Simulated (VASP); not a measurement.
Runs of VASP 6.6.1 on HfC. Symmetry: Fm-3m, No. 225, cubic system. Conventional cell: a = 4.650 Å, b = 4.650 Å, c = 4.650 Å, α = 90.00°, β = 90.00°, γ = 90.00°. Around Hf (site symmetry m-3m) lie 6 C at 2.33 Å. C (site symmetry m-3m) is surrounded by 6 Hf at 2.33 Å. 

```csv
task,level,spin,k mesh,smearing,pressure (GPa)
single point,PBE,off,10 × 10 × 10,gaussian 0.012 eV,-0.5
band structure,rSCAN,off,10 × 10 × 10,fermi-dirac 0.05 eV,-3.5
band structure,r2SCAN,off,10 × 10 × 10,fermi-dirac 0.05 eV,(a)
band structure,r2SCAN,"SOC, no magnetisation",7 × 7 × 7,fermi-dirac 0.05 eV,(b)
band structure,SCAN,"SOC, no magnetisation",7 × 7 × 7,fermi-dirac 0.05 eV,-6.0
band structure,SCAN,off,10 × 10 × 10,fermi-dirac 0.05 eV,-5.9
```

Alike in all rows: potentials or basis VASP PAW PBE potentials, release 64 (Hf_pv, C); cell as given; cutoff (eV) 520.

Task: Estimate the missing entries.

Result: (a) -2.5; (b) -2.6.

Caveats: the PAW data sets were made with another functional, which shifts forces and pressure a little (some runs).
